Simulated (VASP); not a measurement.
Crystal: BaO.

```
Ba O
1.0
     0.00000    2.80661    2.80661
     2.80661    0.00000    2.80661
     2.80661    2.80661    0.00000
Ba O
1 1
Cartesian
  0.0000 0.0000 0.0000
  2.8066 2.8066 2.8066
```

The cell was built by a generator and needn't be a form met in nature.

Base run:

| Item | Value |
| --- | --- |
| Program | VASP 6.6.1 |
| Functional | HSE06 |
| Potentials or basis | VASP PAW PBE potentials, release 64 (Ba_sv, O) |
| Cutoff | 520 eV |
| k mesh | 6 × 6 × 6 |
| Occupations | gaussian, width 0.02 eV |
| Spin | no spin polarisation |

Its results: band gap on the k mesh 3.40 eV, direct; pressure -1.6 GPa.

Problem. The run is repeated on the same cell with these changes: functional from HSE06 to PBE0. What comes out?

Solution. Band gap on the k mesh 4.11 eV, direct; pressure -1.7 GPa.

Caveats: the PAW data sets were made with another functional, which shifts forces and pressure a little; spin-orbit coupling is left out, which moves the levels of the heavy elements.

A k mesh can miss the band edges.
